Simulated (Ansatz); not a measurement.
Method: Ansatz 0.2.0, DFT PBE, scalar-relativistic, plane waves, PAW. All cells share a 420 eV cutoff and Γ-centred k meshes spaced at most about 0.3 Å⁻¹ (about 0.25 or finer for metals, 2π included). Spin is collinear in cells that carry moments; the others ran without spin or lost their moments.

All energies are static (0 K, no zero-point motion).

Compare these two cells of RuS2, each relaxed at this level.

A. (no moments) Space group Pa-3 (No. 205), cubic, a = 5.649 Å. Around Ru lie 6 S at 2.36 Å; S has 1 S at 2.22 Å and 3 Ru at 2.36 Å.

B. (parallel moments up to 0.5 μB) Space group P-3m1 (No. 164), trigonal, a = 3.438 Å, c = 5.152 Å. Ru is surrounded by 6 S at 2.38 Å; around S lie 3 Ru at 2.38 Å.

**Question.** Which form is favoured at zero pressure, and by what margin per atom?

**Answer.** A is lower, by 0.39 eV/atom. A has the pyrite type, space group Pa-3 (No. 205), 15.0 Å³/atom and a gap of 0.59 eV on its mesh; B has the cadmium iodide type, space group P-3m1 (No. 164), 17.6 Å³/atom and no gap. A holds S–S pairs (shortest 2.22 Å); in B the shortest S–S distance is 3.22 Å. Their magnetic states differ too. Origin: A, reached from a Materials Project cell; B, invented.

No dispersion correction is applied, so the spacing and binding between layers, chains or molecules are poorly described (P-3m1), and this can change margins and order among such cells. Kohn–Sham gaps at this level usually fall short of measured ones. The magnetic state reached may not be the lowest. Cells relaxed within their symmetry can be saddle points. Some candidate types were left out of the draw beforehand, so a known form may be missing.
